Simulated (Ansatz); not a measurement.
EuS:

```xyz
2
Lattice="0.0000 2.9785 2.9785 2.9785 0.0000 2.9785 2.9785 2.9785 0.0000" Properties=species:S:1:pos:R:3 pbc="T T T"
Eu    0.0000    0.0000    0.0000
S     2.9785    2.9785    2.9785
```

Base run:

```yaml
Program: Ansatz 0.2.0
Functional: revPBE
Potentials_or_basis: Ansatz PAW
Cutoff: "420 eV (not typed: the program's choice for these potentials)"
k_mesh: 8 × 8 × 8
Occupations: fermi-dirac, width 0.05 eV
Spin: collinear spin, ferromagnetic start
Starting_moments: "[7.0, 0.0] μB"
```

Its results: band gap on the k mesh none (metal or under the smearing width); pressure -0.8 GPa; net moment 6.99 μB per cell; site moments Eu +6.77; S -0.07 μB.

The run is repeated on the same cell with these changes: functional from revPBE to r2SCAN; cutoff from 420 eV (not typed: the program's choice for these potentials) to 500 eV (not typed: the program's choice for these potentials). What comes out?

Band gap on the k mesh none (metal or under the smearing width); pressure -2.1 GPa; net moment 6.99 μB per cell; site moments Eu +6.81; S -0.07 μB.

Caveats: spin-orbit coupling is left out, which moves the levels of the heavy elements; a cell with one magnetic atom can't hold antiferromagnetic order, which such compounds often take; without U or exact exchange the open f shell lies at the Fermi level, which spoils levels, moments and volumes; the PAW data sets come from PBE, with cores solved anew for the run's functional, which leaves a small shift of forces and pressure; the magnetic or orbital state may not be the lowest (some runs).
